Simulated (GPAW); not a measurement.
A calculation with GPAW 26.7.0 of Ta2N (ASE script, structure typed inline):

File run.py:

```python
from ase import Atoms
from ase.dft.bandgap import bandgap
from ase.io import write
from ase.units import GPa
from gpaw import GPAW, PW

atoms = Atoms(['Ta', 'Ta', 'N'],
              cell=[[3.112861506, 0.0, 0.0],
                    [-1.556430753, 2.6958171426, 0.0],
                    [0.0, 0.0, 4.869841]],
              scaled_positions=[[0.3333333333, 0.6666666667, 0.254711],
                                [0.6666666667, 0.3333333333, 0.745289],
                                [0.0, 0.0, 0.0]],
              pbc=True)

calc = GPAW(mode=PW(800),
            xc='PBE',
            kpts={'size': (10, 10, 6), 'gamma': True},
            occupations={'name': 'fermi-dirac', 'width': 0.05},
            nbands=30,
            convergence={'density': 1e-05, 'energy': 1e-05},
            maxiter=150,
            txt='gpaw.txt')
atoms.calc = calc
energy = atoms.get_potential_energy()
forces = atoms.get_forces()
stress = atoms.get_stress()
calc.write('gs.gpw')
write('result.traj', atoms)
print(f'Energy: {energy:.6f} eV')
print('Forces (eV/A):')
print(forces.round(4))
print('Stress (GPa):', (stress / GPa).round(3))
print('Fermi level:', round(calc.get_fermi_level(), 4), 'eV')
print(f'Gap: {bandgap(calc)[0]:.4f} eV, direct: {bandgap(calc, direct=True)[0]:.4f} eV')
```

Potentials or basis: GPAW PAW data sets (gpaw-data 1.2.1), pw.

Run with:

```console
$ OMP_NUM_THREADS=1 python run.py
```

The cell comes from a database or a generator and needn't be the stable form of this composition.

Problem. Write the same calculation in another form: cli, structure from a POSCAR.

Solution. As run:

The input POSCAR:

```
Ta2N
1.0
    3.1128615060      0.0000000000      0.0000000000
   -1.5564307530      2.6958171426      0.0000000000
    0.0000000000      0.0000000000      4.8698410000
Ta N
2 1
Direct
    0.3333333333      0.6666666667      0.2547110000
    0.6666666667      0.3333333333      0.7452890000
    0.0000000000      0.0000000000      0.0000000000
```

Potentials or basis: GPAW PAW data sets (gpaw-data 1.2.1), pw.

Run with:

```bash
$ OMP_NUM_THREADS=1 gpaw run POSCAR -p 'mode=PW(800),xc=PBE,kpts={size:(10,10,6),gamma:True},occupations={name:fermi-dirac,width:0.05},nbands=30,convergence={density:1e-05,energy:1e-05},maxiter=150,txt=gpaw.txt' --properties efs -w gs.gpw
```

Both were run:

|  | ASE script, structure typed inline | cli, structure from a POSCAR |
| --- | --- | --- |
| Pressure | -1.1 GPa | -1.1 GPa |
| Largest force | 0.028 eV/Å | 0.028 eV/Å |
| Band gap on the k mesh | none (metal or under the smearing width) | none (metal or under the smearing width) |

Keys that steer only the numerical path or the files written may differ.
